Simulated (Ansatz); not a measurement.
The calculation used Ansatz, DFT PBE, scalar-relativistic, plane waves, PAW.

Settings: cutoff 420 eV, Γ-centred mesh 6×6×4 on the computed 4-atom cell, Gaussian smearing of 0.02 eV; no spin polarisation.

```
Na I
1.0
     4.48946    0.00000    0.00000
     0.00000    3.92522    0.00000
     0.00000    0.00000    8.07367
Na I
2 2
Cartesian
  1.1224 1.9626 2.3715
  3.3671 1.9626 5.7022
  1.1224 0.0000 6.1536
  3.3671 0.0000 1.9200
```

(1) Is this geometry at equilibrium? Which atom feels the largest force?

(2) Give all forces and the stress.

 The cell holds layers, and where no dispersion correction was added their binding is poorly described.

## Answers

(1) It isn't. Atom 3 (I) feels (0.00, 0.00, -0.15) eV/Å, 0.148 eV/Å in size, and symmetry-related atoms feel the same size.

(2)
```
atom Fx Fy Fz
 Na1  0.000  0.000  -0.041
 Na2  0.000  0.000   0.041
  I3  0.000  0.000  -0.148
  I4  0.000  0.000   0.148
```
Stress (GPa, compression positive):
```
 2.42  0.00  0.00
 0.00  4.73  0.00
 0.00  0.00 -0.07
```

This form isn't the usual stable structure of the compound.